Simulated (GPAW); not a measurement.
## CoSi in GPAW: convergence with k mesh

Input of the first run (k mesh 2 × 2 × 2); the others differ in this setting and in those tied to it:

File run.py:

```python
from ase.dft.bandgap import bandgap
from ase.io import read, write
from ase.units import GPa
from gpaw import GPAW, PW

atoms = read('CoSi.xyz')
atoms.set_initial_magnetic_moments([2.0, 2.0, 2.0, 2.0, 0.0, 0.0, 0.0, 0.0])

calc = GPAW(mode=PW(600),
            xc='RPBE',
            kpts={'size': (2, 2, 2), 'gamma': True},
            occupations={'name': 'fermi-dirac', 'width': 0.05},
            nbands=51,
            convergence={'density': 1e-05, 'energy': 1e-05},
            maxiter=100,
            txt='gpaw.txt')
atoms.calc = calc
energy = atoms.get_potential_energy()
forces = atoms.get_forces()
stress = atoms.get_stress()
calc.write('gs.gpw')
write('result.traj', atoms)
print(f'Energy: {energy:.6f} eV')
print('Forces (eV/A):')
print(forces.round(4))
print('Stress (GPa):', (stress / GPa).round(3))
print('Moments:', calc.get_magnetic_moments().round(3))
print('Fermi level:', round(calc.get_fermi_level(), 4), 'eV')
print(f'Gap: {bandgap(calc)[0]:.4f} eV, direct: {bandgap(calc, direct=True)[0]:.4f} eV')
```

File CoSi.xyz:

```xyz
8
Lattice="4.4380000000 0.0000000000 0.0000000000 0.0000000000 4.4380000000 0.0000000000 0.0000000000 0.0000000000 4.4380000000" Properties=species:S:1:pos:R:3 pbc="T T T"
Co     3.8166800000      2.8403200000      1.5976800000
Co     2.8403200000      1.5976800000      3.8166800000
Co     1.5976800000      3.8166800000      2.8403200000
Co     0.6213200000      0.6213200000      0.6213200000
Si     0.6967660000      1.5222340000      2.9157660000
Si     1.5222340000      2.9157660000      0.6967660000
Si     2.9157660000      0.6967660000      1.5222340000
Si     3.7412340000      3.7412340000      3.7412340000
```

Potentials or basis: the program's PAW data sets (release 1.2.1) made for this functional, pw.

Command:

```sh
$ OMP_NUM_THREADS=1 python run.py
```

Hardware: 1 thread of Arm Neoverse V1, with other jobs on the host.

The values tried are 2 × 2 × 2, 3 × 3 × 3, 4 × 4 × 4, 5 × 5 × 5, 6 × 6 × 6, 7 × 7 × 7, 8 × 8 × 8, loosest first. From which on does the largest site moment stay within 0.02 μB of the tightest run that finished?

From 3 × 3 × 3 on.

```
   k mesh  energy less the tightest run, at zero smearing (meV/atom)  pressure (GPa)  largest force (eV/Å)  largest site moment (μB)  SCF cycles  CPU time (s)  peak memory (GiB)
2 × 2 × 2                                                      22.70            6.35                 0.334                      0.17          17            57               0.21
3 × 3 × 3                                                      -5.44            5.03                 0.355                      0.00          16            72               0.22
4 × 4 × 4                                                      -1.02            5.02                 0.356                      0.00          23           200               0.26
5 × 5 × 5                                                       0.19            5.02                 0.356                      0.00          17           240               0.31
6 × 6 × 6                                                      -0.03            5.01                 0.355                      0.00          18           440               0.41
7 × 7 × 7                                                       0.00            5.01                 0.355                      0.00          16           590               0.52
8 × 8 × 8                                      timed out after 210 s               -                     -                         -           -             -                  -
```

Against the tightest run, the energy stays within 1 meV/atom from 5 × 5 × 5 on; the pressure stays within 0.1 GPa from 3 × 3 × 3 on; the largest force stays within 0.005 eV/Å from 3 × 3 × 3 on. Meshes of other sizes hit other points, so gaps and Fermi surfaces needn't settle smoothly. The tightest run that finished is the yardstick and may itself not be fully converged.

Caveat, for the tightest run too: the starting moments collapsed, and a magnetic state may lie lower.
